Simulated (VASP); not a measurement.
**Line-ups at interfaces of ZnS**

Wanted: valence and conduction offsets of Si, GaP and ZnSe on ZnS (110), and what a better gap does to them.

Main program and level: VASP 6.6.1; LDA; plane waves and PAW (Zn, S), in the first sound run; inputs show where later runs differ.

### 1. Set-up

The structure is cubic, space group F-43m (No. 216). The conventional cell has a = 5.410 Å, b = 5.410 Å, c = 5.410 Å, α = 90.00°, β = 90.00°, γ = 90.00°. Zn has 4 S at 2.34 Å nearest. Nearest to S lie 4 Zn at 2.34 Å. Farther neighbours and most contacts between anions are not listed.

### 2. Relax the substrate crystal, LDA

The substrate sets the in-plane lattice.

This step took 2 runs in a row; the last is shown.

Level: LDA; plane waves and PAW (Zn, S).

Contents of INCAR:

```
SYSTEM = ZnS
PREC = Accurate
ENCUT = 420
EDIFF = 1E-07
NELM = 120
ISMEAR = 0
SIGMA = 0.02
LREAL = .FALSE.
ALGO = Normal
GGA = CA
NBANDS = 24
LASPH = .TRUE.
LORBIT = 11
LWAVE = .FALSE.
LCHARG = .FALSE.
KPAR = 16
IBRION = 2
NSW = 40
ISIF = 3
EDIFFG = -0.005
POTIM = 0.4
```

Contents of POSCAR:

```
ZnS
1.0
    3.7469433214      0.0000000000      0.0000000000
    0.0000000000      5.2989582332      0.0000000000
    0.0000000000      0.0000000000      3.7469433214
Zn S
2 2
Direct
    0.0000000000      0.0000000000      0.0000000000
    0.5000000000      0.5000000000      0.5000000000
    0.5000000000      0.2500000000      0.0000000000
    0.0000000000      0.7500000000      0.5000000000
```

Contents of KPOINTS:

```
Automatic mesh
0
Gamma
7 5 7
0 0 0
```

Potentials, in the order of the species: Zn and S (LDA family, release 64).

Run with:

```bash
$ mpirun -np 16 vasp_std
```

The log of the run:

```text
[banner, memory and clock lines left out]
running   16 mpi-ranks, on    1 nodes
[...]
|                                                                             |
|           W    W    AA    RRRRR   N    N  II  N    N   GGGG   !!!           |
|           W    W   A  A   R    R  NN   N  II  NN   N  G    G  !!!           |
|           W    W  A    A  R    R  N N  N  II  N N  N  G       !!!           |
|           W WW W  AAAAAA  RRRRR   N  N N  II  N  N N  G  GGG   !            |
|           WW  WW  A    A  R   R   N   NN  II  N   NN  G    G                |
|           W    W  A    A  R    R  N    N  II  N    N   GGGG   !!!           |
|                                                                             |
|     For optimal performance we recommend to set                             |
|       NCORE = 2 up to number-of-cores-per-socket                            |
|     NCORE specifies how many cores store one orbital (NPAR=cpu/NCORE).      |
|     This setting can greatly improve the performance of VASP for DFT.       |
[...]
DAV:  12    -0.164134600781E+02    0.26481E-05   -0.11028E-05  1744   0.612E-02    0.545E-03
DAV:  13    -0.164134602559E+02   -0.17777E-06   -0.80367E-07  1712   0.731E-03    0.171E-03
DAV:  14    -0.164134602545E+02    0.13451E-08   -0.44647E-08  1056   0.183E-03
   1 F= -.16413460E+02 E0= -.16413460E+02  d E =-.164135E+02
[...]
N       E                     dE             d eps       ncg     rms          rms(c)
DAV:   1    -0.164136904004E+02   -0.23014E-03   -0.29737E-03  1744   0.995E-01    0.111E-01
DAV:   2    -0.164134981099E+02    0.19229E-03   -0.76449E-04  1696   0.676E-01    0.428E-02
DAV:   3    -0.164134750886E+02    0.23021E-04   -0.28614E-05  1672   0.445E-02    0.204E-02
DAV:   4    -0.164134688048E+02    0.62838E-05   -0.43726E-06  1928   0.209E-02    0.113E-02
DAV:   5    -0.164134677529E+02    0.10519E-05   -0.10130E-06  2072   0.182E-02    0.182E-03
DAV:   6    -0.164134677388E+02    0.14132E-07   -0.65684E-07  1392   0.880E-03
   2 F= -.16413468E+02 E0= -.16413468E+02  d E =-.748424E-05
 trial-energy change:   -0.000007  1 .order   -0.000011   -0.000020   -0.000001
 step:   1.0382(harm=  1.0382)  dis= 0.00000  next Energy=   -16.413471 (dE=-0.105E-04)
 reached required accuracy - stopping structural energy minimisation
```

Run time: 4.4 s. Hardware: 16 MPI ranks of Intel Xeon 6975P-C (Granite Rapids), shared host; peak memory 2.8 GiB.

Lines that name or quote the potential files are left out of all logs, and their timing lines are given in words.

From OUTCAR (step 2):

```text
  Total        0.0014965     -0.0046976      0.0014965      0.0000000     -0.0000000      0.0000000
  in kB        0.0322533     -0.1012442      0.0322533      0.0000000     -0.0000000      0.0000000
  external PRESSURE =      -0.0122459 kB  Pullay stress =       0.0000000 kB

 POSITION                                       TOTAL-FORCE (eV/Angst)
 -----------------------------------------------------------------------------------
      0.00000      0.00000      3.74609         0.000000      0.000000      0.000000
      1.87305      2.64867      1.87305        -0.000000      0.000000      0.000000
      1.87305      1.32434      3.74609         0.000000     -0.000000     -0.000000
      0.00000      3.97301      1.87305         0.000000     -0.000000     -0.000000
 -----------------------------------------------------------------------------------
    total drift:                                0.000000      0.000004      0.000000

  FREE ENERGIE OF THE ION-ELECTRON SYSTEM (eV)
  ---------------------------------------------------
  free  energy   TOTEN  =       -16.4134677388 eV

  energy  without entropy=      -16.4134677388  energy(sigma->0) =      -16.41346774

 reached required accuracy - stopping structural energy minimisation

[... 3 further parts left out ...]
[key lines of the parts left out:]
E-fermi :   2.6278
```

This run gave:

* energy(sigma→0) of the program: -16.4135 eV
* stress, compression positive: xx, yy, zz 0.00, -0.01, 0.00 GPa
* volume: 74.339 Å³
* ionic steps: 2

### 3. Bulk band edges, LDA

A bulk run places the substrate's levels against the mean potential at its cores.

Level: LDA; plane waves and PAW (Zn, S).

Contents of INCAR:

```
SYSTEM = ZnS
PREC = Accurate
ENCUT = 420
EDIFF = 1E-06
NELM = 100
ISMEAR = 0
SIGMA = 0.02
LREAL = .FALSE.
ALGO = Normal
GGA = CA
NBANDS = 23
LASPH = .TRUE.
LWAVE = .FALSE.
LCHARG = .FALSE.
KPAR = 16
```

Contents of POSCAR:

```
ZnS
1.0
    3.7460907106      0.0000000000      0.0000000000
    0.0000000000      5.2973471888      0.0000000000
    0.0000000000      0.0000000000      3.7460907106
Zn S
2 2
Direct
    0.0000000000      0.0000000000      0.0000000000
    0.5000000000      0.5000000000      0.5000000000
    0.5000000000      0.2500000000      0.0000000000
    0.0000000000      0.7500000000      0.5000000000
```

KPOINTS is that of step 2.

Contents of KPOINTS_OPT:

```
Line mode
6
Line-mode
Reciprocal
  0.00000000  -0.35000000   0.00000000
  0.00000000  -0.05000000   0.00000000

  0.32500000   0.00000000   0.32500000
  0.49500000   0.00000000   0.49500000

  0.00000000   0.49500000   0.49500000
  0.49500000   0.49500000   0.00000000
```

Run with:

```bash
$ mpirun -np 16 vasp_std
```

The log of the run:

```text
[banner, memory and clock lines left out]
running   16 mpi-ranks, on    1 nodes
[...]
[... a notice as in an earlier step ...]

 LDA part: xc-table for (Slater(with rela. corr.)+CA(PZ))
 , standard interpolation
 POSCAR, INCAR and KPOINTS ok, starting setup
[...]
entering main loop
       N       E                     dE             d eps       ncg     rms          rms(c)
DAV:   1     0.214047230961E+03    0.21405E+03   -0.15590E+04  1380   0.166E+03
DAV:   2     0.107418492788E+01   -0.21297E+03   -0.20634E+03  1520   0.339E+02
DAV:   3    -0.169210420612E+02   -0.17995E+02   -0.17926E+02  1667   0.106E+02
DAV:   4    -0.172822380006E+02   -0.36120E+00   -0.36092E+00  1618   0.155E+01
[...]
DAV:  11    -0.164133621185E+02   -0.17829E-04   -0.77879E-05  1681   0.104E-01    0.939E-02
DAV:  12    -0.164133582105E+02    0.39080E-05   -0.17248E-05  1906   0.671E-02    0.107E-02
DAV:  13    -0.164133583867E+02   -0.17617E-06   -0.70824E-07  1082   0.763E-03
   1 F= -.16413358E+02 E0= -.16413358E+02  d E =-.191217E-19
 Start KPOINTS_OPT (optional k-point list driver)
k-point batch [1-18\18]
       N       E                     dE             ncg
DAV:   1     0.267185538667E+04   -0.10886E+05      828
DAV:   2    -0.105481007371E+04   -0.37267E+04      891
DAV:   3    -0.136335084280E+04   -0.30854E+03      968
DAV:   4    -0.136881657289E+04   -0.54657E+01      961
DAV:   5    -0.136891186978E+04   -0.95297E-01     1012
DAV:   6    -0.136891415334E+04   -0.22836E-02     1010
DAV:   7    -0.136891422942E+04   -0.76078E-04     1032
DAV:   8    -0.136891423197E+04   -0.25464E-05      795
DAV:   9    -0.136891423223E+04   -0.26321E-06      736
```

Run time: 4.2 s. Hardware: 16 MPI ranks; peak memory 3 GiB; 46 s of CPU time.

Parts of OUTCAR (step 3):

```text
  LATTYP: Found a simple tetragonal cell.
 ALAT       =     3.7460907106
 C/A-ratio  =     1.4141000841

 Subroutine GETGRP returns: Found  8 space group operations
 (whereof  8 operations were pure point group operations)

The static configuration has the point symmetry D_2d.

 Found     30 irreducible k-points:

   k-points           NKPTS =     30   k-points in BZ     NKDIM =     30   number of bands    NBANDS=     23

   dimension x,y,z NGX =    28 NGY =   36 NGZ =   28
   dimension x,y,z NGXF=    56 NGYF=   72 NGZF=   56

   ENCUT  =  420.0 eV  30.87 Ry    5.56 a.u.   6.26  8.85  6.26*2*pi/ulx,y,z

   NELECT =      36.0000    total number of electrons

 E-fermi :   2.6302

 k-point     1 :       0.0000    0.0000    0.0000
  band No.  band energies     occupation
    ...
     14       0.0367      2.00000
     15       0.0367      2.00000
     16       2.5092      2.00000
     17       2.5092      2.00000
     18       2.5094      2.00000
     19       4.6664      0.00000
     20       5.5660      0.00000
     21       6.3934      0.00000
     22       8.7176      0.00000
     23       8.7176      0.00000

 k-point     2 :       0.1429    0.0000    0.0000
  band No.  band energies     occupation
    ...
     14      -0.4919      2.00000
     15       0.1947      2.00000
     16       1.5114      2.00000
     17       2.1697      2.00000
     18       2.4406      2.00000
     19       5.4895      0.00000
     20       5.9827      0.00000
     21       7.1471      0.00000
     22       8.5174      0.00000
     23       8.8826      0.00000

  Total       -0.0031815     -0.0095282     -0.0031815      0.0000000      0.0000000      0.0000000
  in kB       -0.0685696     -0.2053553     -0.0685696      0.0000000      0.0000000      0.0000000
  external PRESSURE =      -0.1141648 kB  Pullay stress =       0.0000000 kB

  energy-cutoff  :      420.00
  volume of cell :       74.34
      direct lattice vectors                 reciprocal lattice vectors
     3.746090711  0.000000000  0.000000000     0.266944951  0.000000000  0.000000000
     0.000000000  5.297347189  0.000000000     0.000000000  0.188773732  0.000000000
     0.000000000  0.000000000  3.746090711     0.000000000  0.000000000  0.266944951

 POSITION                                       TOTAL-FORCE (eV/Angst)
 -----------------------------------------------------------------------------------
      0.00000      0.00000      0.00000         0.000000      0.000000     -0.000000
      1.87305      2.64867      1.87305         0.000000      0.000000     -0.000000
      1.87305      1.32434      0.00000         0.000000      0.000000     -0.000000
      0.00000      3.97301      1.87305        -0.000000      0.000000      0.000000
 -----------------------------------------------------------------------------------
    total drift:                                0.000000      0.000004      0.000000

  FREE ENERGIE OF THE ION-ELECTRON SYSTEM (eV)
  ---------------------------------------------------
  free  energy   TOTEN  =       -16.4133583867 eV

  energy  without entropy=      -16.4133583867  energy(sigma->0) =      -16.41335839

[... 7 further parts left out ...]
```

Read from the output:

| Quantity | Value |
| --- | --- |
| energy(sigma→0) of the program | -16.4134 eV |
| stress, compression positive | xx, yy, zz -0.01, -0.02, -0.01 GPa |

The run ends at a pressure of -0.01 GPa.

### 4. Bulk band edges, HSE06

At this level only the shift of the substrate's edges against the mean potential of the cell is used.

Level: HSE06; plane waves and PAW (Zn, S).

Contents of INCAR:

```
SYSTEM = ZnS
PREC = Accurate
ENCUT = 420
EDIFF = 1E-06
NELM = 100
ISMEAR = 0
SIGMA = 0.02
LREAL = .FALSE.
ALGO = Normal
LHFCALC = .TRUE.
AEXX = 0.25
GGA = PE
HFSCREEN = 0.2
LASPH = .TRUE.
NBANDS = 23
PRECFOCK = Fast
LWAVE = .FALSE.
LCHARG = .FALSE.
KPAR = 4
```

POSCAR is that of step 3.

Contents of KPOINTS:

```
Automatic mesh
0
Gamma
4 3 4
0 0 0
```

KPOINTS_OPT is that of step 3.

Run with:

```bash
$ mpirun -np 16 vasp_std
```

The log of the run:

```text
[banner, memory and clock lines left out]
running   16 mpi-ranks, on    1 nodes
[...]
[... a notice as in an earlier step ...]

|                                                                             |
|               ----> ADVICE to this user running VASP <----                  |
|                                                                             |
|     You enforced a specific xc type in the INCAR file but a different       |
|     [... a line on the potential file left out ...]
|     I HOPE YOU KNOW WHAT YOU ARE DOING!                                     |
|                                                                             |

 LDA part: xc-table for (Slater+PW92), standard interpolation
|                                                                             |
|           W    W    AA    RRRRR   N    N  II  N    N   GGGG   !!!           |
|           W    W   A  A   R    R  NN   N  II  NN   N  G    G  !!!           |
|           W    W  A    A  R    R  N N  N  II  N N  N  G       !!!           |
[...]
DAV:  12    -0.166941761252E+02    0.63120E-06   -0.27624E-07   416   0.650E-03
   1 F= -.16694176E+02 E0= -.16694176E+02  d E =-.194216E-11
 Start KPOINTS_OPT (optional k-point list driver)
k-point batch [1-12\18]
       N       E                     dE             ncg
DAV:   1     0.136254505719E+04   -0.61466E+04      576
DAV:   2    -0.171818494535E+04   -0.30807E+04      600
DAV:   3    -0.200829310084E+04   -0.29011E+03      696
DAV:   4    -0.201750341266E+04   -0.92103E+01      696
DAV:   5    -0.201764102271E+04   -0.13761E+00      720
DAV:   6    -0.201764433406E+04   -0.33114E-02      712
DAV:   7    -0.201764443004E+04   -0.95985E-04      696
DAV:   8    -0.201764443362E+04   -0.35750E-05      544
DAV:   9    -0.201764443390E+04   -0.27710E-06      488
k-point batch [13-18\18]
       N       E                     dE             ncg
DAV:   1     0.772447417875E+04   -0.49365E+04      288
DAV:   2     0.616067384963E+04   -0.15638E+04      296
DAV:   3     0.601191577024E+04   -0.14876E+03      352
DAV:   4     0.600721022972E+04   -0.47055E+01      320
DAV:   5     0.600713616891E+04   -0.74061E-01      352
DAV:   6     0.600713434843E+04   -0.18205E-02      336
DAV:   7     0.600713429482E+04   -0.53607E-04      352
DAV:   8     0.600713429278E+04   -0.20410E-05      312
DAV:   9     0.600713429265E+04   -0.12661E-06      256
```

The job ended after 68 s (16 MPI ranks; peak memory 4 GiB).

From OUTCAR (step 4):

```text
 POSITION                                       TOTAL-FORCE (eV/Angst)
 -----------------------------------------------------------------------------------
      0.00000      0.00000      0.00000        -0.000000     -0.000000      0.000000
      1.87305      2.64867      1.87305         0.000000     -0.000000     -0.000000
      1.87305      1.32434      0.00000        -0.000000      0.000000      0.000000
      0.00000      3.97301      1.87305        -0.000000      0.000000     -0.000000
 -----------------------------------------------------------------------------------
    total drift:                               -0.000025      0.000005      0.000016

  FREE ENERGIE OF THE ION-ELECTRON SYSTEM (eV)
  ---------------------------------------------------
  free  energy   TOTEN  =       -16.6941761252 eV

  energy  without entropy=      -16.6941761252  energy(sigma->0) =      -16.69417613

[... 1 part as in an earlier step ...]

[... 2 further parts left out ...]
[key lines of the parts left out:]
E-fermi :   2.1156
```

Numbers from this step:

| Quantity | Value |
| --- | --- |
| energy(sigma→0) of the program | -16.6942 eV |

### 5. Relax the partner on the substrate's cell, LDA

One member in full, ZnSe: held to the substrate's in-plane cell, its height is moved until the normal stress is near zero, five times at most.

This step took 4 runs, each at a new trial strain with the atoms of the one before; the last is shown.

Level: LDA; plane waves and PAW (Zn, Se); cell typed or built by script.

System, named by how it was started: ZnSe. Symmetry: Imm2, No. 44, orthorhombic system. Conventional cell: a = 3.746 Å, b = 4.117 Å, c = 5.297 Å, α = 90.00°, β = 90.00°, γ = 90.00°. Zn has 4 Se at 2.36 to 2.39 Å nearest. Nearest to Se lie 4 Zn at 2.36 to 2.39 Å. Farther neighbours and most contacts between anions are not listed.

Contents of INCAR:

```
SYSTEM = ZnSe
PREC = Accurate
ENCUT = 420
EDIFF = 1E-07
NELM = 120
ISMEAR = 0
SIGMA = 0.02
LREAL = .FALSE.
ALGO = Normal
GGA = CA
NBANDS = 24
LASPH = .TRUE.
LORBIT = 11
LWAVE = .FALSE.
LCHARG = .FALSE.
KPAR = 4
IBRION = 1
NSW = 25
ISIF = 2
EDIFFG = -0.004
POTIM = 0.3
```

Contents of POSCAR:

```
ZnSe
1.0
    3.7460907110      0.0000000000      0.0000000000
    0.0000000000      5.2973471890      0.0000000000
    0.0000000000      0.0000000000      4.1166898610
Zn Se
2 2
Direct
    0.0000000000      0.9897588177      0.0000000000
    0.5000000000      0.4897588177      0.5000000000
    0.5000000000      0.2602411823      0.0000000000
    0.0000000000      0.7602411823      0.5000000000
```

Contents of KPOINTS:

```
Automatic mesh
0
Gamma
7 5 7
0 0 0
```

PAW data sets: Zn and Se (LDA family, release 64).

Run with:

```bash
$ mpirun -np 4 vasp_std
```

The log of the run:

```text
[banner, memory and clock lines left out]
running    4 mpi-ranks, on    1 nodes
[...]
LDA part: xc-table for (Slater(with rela. corr.)+CA(PZ))
 , standard interpolation
 POSCAR, INCAR and KPOINTS ok, starting setup
[...]
entering main loop
       N       E                     dE             d eps       ncg     rms          rms(c)
DAV:   1     0.210977038123E+03    0.21098E+03   -0.15469E+04  2304   0.155E+03
DAV:   2     0.214533449743E+01   -0.20883E+03   -0.20220E+03  2488   0.325E+02
DAV:   3    -0.149681877657E+02   -0.17114E+02   -0.16965E+02  2872   0.988E+01
DAV:   4    -0.152242130832E+02   -0.25603E+00   -0.25594E+00  2528   0.126E+01
[...]
DAV:  12    -0.145624951570E+02    0.66316E-06   -0.80454E-06  3128   0.586E-02    0.348E-03
DAV:  13    -0.145624952266E+02   -0.69602E-07   -0.11877E-06  2736   0.109E-02    0.151E-03
DAV:  14    -0.145624952059E+02    0.20693E-07   -0.12281E-07  1584   0.601E-03
   1 F= -.14562495E+02 E0= -.14562495E+02  d E =-.145625E+02
 BRION: g(F)=  0.191E-05 g(S)=  0.000E+00
[...]
N       E                     dE             d eps       ncg     rms          rms(c)
DAV:   1    -0.145624965533E+02   -0.13268E-05   -0.16454E-04  2400   0.826E-02    0.293E-03
DAV:   2    -0.145624967835E+02   -0.23021E-06   -0.25404E-06  2712   0.107E-02    0.113E-03
DAV:   3    -0.145624967797E+02    0.38785E-08   -0.15596E-08  1432   0.998E-04
   2 F= -.14562497E+02 E0= -.14562497E+02  d E =-.157379E-05
 BRION: g(F)=  0.629E-06 g(S)=  0.000E+00 retain N=  1 mean eig= 2.35
 eig:   2.349
 reached required accuracy - stopping structural energy minimisation
```

The job ended after 8.6 s (4 MPI ranks; peak memory 0.74 GiB).

From OUTCAR (step 5):

```text
  Total        4.0604604      2.6759933     -0.0045570      0.0000000      0.0000000      0.0000000
  in kB       79.6344491     52.4820418     -0.0893727      0.0000000      0.0000000      0.0000000
  external PRESSURE =      44.0090394 kB  Pullay stress =       0.0000000 kB

 POSITION                                       TOTAL-FORCE (eV/Angst)
 -----------------------------------------------------------------------------------
      0.00000      5.24298      0.00000        -0.000000     -0.002331      0.000000
      1.87305      2.59431      2.05834        -0.000000     -0.002331      0.000000
      1.87305      1.37871      0.00000         0.000000      0.002331     -0.000000
      0.00000      4.02738      2.05834         0.000000      0.002331     -0.000000
 -----------------------------------------------------------------------------------
    total drift:                                0.000000     -0.001266     -0.000001

  FREE ENERGIE OF THE ION-ELECTRON SYSTEM (eV)
  ---------------------------------------------------
  free  energy   TOTEN  =       -14.5624967797 eV

  energy  without entropy=      -14.5624967797  energy(sigma->0) =      -14.56249678

[... 1 part as in an earlier step ...]

[... 3 further parts left out ...]
[key lines of the parts left out:]
E-fermi :   2.9442
```

Numbers from this step:

| Quantity | Value |
| --- | --- |
| energy(sigma→0) of the program | -14.5625 eV |
| stress, compression positive | xx, yy, zz 7.96, 5.25, -0.01 GPa |
| ionic steps | 2 |

[end of part 1 of 3]

[Lines on the potential files, build, host, timing and source positions are cut from VASP's logs without a mark.]

[Logs are printed without paths, hosts, clocks, repeated set-up lines and the standing remarks that a program may print on its own settings, such as how far it seeks lower states.]

[Hosts, paths, dates, database ids (printed as entryN), source tags and the programs' standing remarks are cut or masked in the printed files.]

[In band tables of VASP the shares of atoms and orbitals are scaled to a sum of 1 inside the atoms' spheres.]
